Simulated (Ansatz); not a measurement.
## From formation energies to a reaction energy: BeTe3

The calculation used DFT PBE, scalar-relativistic, plane waves, PAW (Ansatz). Settings: cutoff 420 eV, Γ-centred meshes spaced at most about 0.3 Å⁻¹, and about 0.25 Å⁻¹ or finer for metals (2π included), Gaussian smearing. No spin polarisation.

Formation energies are uncorrected and refer to the elements' standard structures at the same level.

These are static total energies at zero pressure. Spin–orbit coupling, which can matter for Te, is left out. The reference form of Te is held partly by dispersion forces, which this level lacks.

A trial structure of BeTe3 (reached from: HoEr3 type (P6_3/mmc); relaxed: space group P6_3/mmc (No. 194), a = 8.441 Å, c = 3.570 Å) has a formation energy of 0.231 eV/atom. At its composition the lowest mixture among the elements and 1 reference phase computed alike (others may be missing) consists of these:

```
       phase   source  ΔE_f (eV/atom)
  Te (solid)  element           0.000
BeTe (F-43m)      COD          -0.361
```

Task: Write the balanced decomposition and find its energy per atom, per formula unit and per mole of formula units.

Result: Balancing Be and Te gives BeTe3 → 2 Te + BeTe. The left side holds 4 atoms, and the products take 2/4 (Te) and 2/4 (BeTe) of them. The mixture therefore lies at 2/4 × (0.000) + 2/4 × (-0.361) = -0.181 eV/atom. The reaction energy is -0.181 − (0.231) = -0.412 eV/atom. Times 4 atoms that is -1.648 eV per BeTe3, and times 96.485 it is -159 kJ per mole of BeTe3. Decomposition is downhill, so the trial structure is unstable against this mixture.
